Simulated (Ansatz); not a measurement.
Crystal: Cd.

```
Cd
1.0
    -1.78432    1.78432    1.78432
     1.78432   -1.78432    1.78432
     1.78432    1.78432   -1.78432
Cd
1
Direct
  0.00000 0.00000 0.00000
```

This isn't the form of Cd at room conditions, which is hcp.

Base run:

```yaml
Program: Ansatz 0.2.0
Functional: PBEsol
Potentials_or_basis: all-electron LAPW, scalar-relativistic
Cutoff: 205 eV (chosen from the basis error)
Basis_error_allowed: 0.001 eV/atom
k_mesh: 10 × 10 × 10
Occupations: gaussian, width 0.05 eV
Spin: no spin polarisation
```

Its results: band gap on the k mesh none (metal or under the smearing width); pressure -2.8 GPa.

**Question.** The run is repeated on the same cell with these changes: functional from PBEsol to PBE; occupations from gaussian, width 0.05 eV to gaussian, width 0.02 eV. What comes out?

**Answer.** Band gap on the k mesh none (metal or under the smearing width); pressure 1.2 GPa.
